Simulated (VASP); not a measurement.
MgO (Periclase): relaxation of cell and atoms with PBEsol

Crystal: MgO (Periclase).

```
Mg O
1.0
     0.00000    2.10850    2.10850
     2.10850    0.00000    2.10850
     2.10850    2.10850    0.00000
Mg O
1 1
Direct
  0.00000 0.00000 0.00000
  0.50000 0.50000 0.50000
```

| Item | Value |
| --- | --- |
| Program | VASP 6.6.1 |
| Task | relaxation of cell and atoms |
| Functional | PBEsol |
| Potentials or basis | VASP PAW PBE potentials, release 64 (Mg, O) |
| Cutoff | 600 eV |
| k mesh | 12 × 12 × 12 |
| Occupations | gaussian, width 0.03 eV |
| Spin | no spin polarisation |
| Further INCAR settings | ALGO = Normal; EDIFF = 1e-06; IBRION = 2; EDIFFG = -0.01; NSW = 90; ISIF = 3 |

| Item | Value |
| --- | --- |
| Relaxed volume | 9.31 Å³/atom |
| Relaxed cell | a = 2.975 Å, b = 2.975 Å, c = 2.975 Å, α = 60.00°, β = 60.00°, γ = 60.00° |
| Space group after relaxing (to 0.05 Å) | Fm-3m (No. 225) |
| Energy gained by relaxing | 0.2 meV/atom |
| Ionic steps | 3 |
| Pressure after relaxing | 0.0 GPa |
| Band gap on the k mesh | 4.66 eV, direct |

Step by step:
```
step  energy change (eV)  largest force (eV/Å)  pressure (GPa)  volume (Å³)
   1              0.0000                0.0000           -1.04        18.75
   2             -0.0003                0.0000            0.38        18.58
   3             -0.0004                0.0000            0.00        18.63
```

Final structure:
```xyz
2
Lattice="0.0000 2.1039 2.1039 2.1039 0.0000 2.1039 2.1039 2.1039 0.0000" Properties=species:S:1:pos:R:3 pbc="T T T"
Mg    0.0000    0.0000    0.0000
O     2.1039    2.1039    2.1039
```

Levels at points of the mesh, in eV from the valence-band top:
| k point | band 1 | band 2 | band 3 | band 4 | band 5 | band 6 | band 7 | band 8 |
| --- | --- | --- | --- | --- | --- | --- | --- | --- |
| (0.00, 0.00, 0.00) | -17.22 | 0.00 | 0.00 | 0.00 | 4.66 | 15.65 | 15.65 | 15.65 |
| (0.50, 0.00, 0.00) | -15.90 | -4.69 | -0.67 | -0.67 | 7.77 | 12.54 | 16.21 | 16.21 |
| (0.50, 0.50, 0.00) | -15.63 | -4.16 | -1.37 | -1.37 | 8.93 | 9.91 | 13.00 | 18.89 |

It took 4.2 s on 4 MPI ranks on Intel(R) Xeon(R) 6975P-C (Granite Rapids), with other jobs on the host, peak memory 0.14 GiB a rank.

Caveat: the PAW data sets were made with another functional, which shifts forces and pressure a little. A k mesh can miss the band edges.
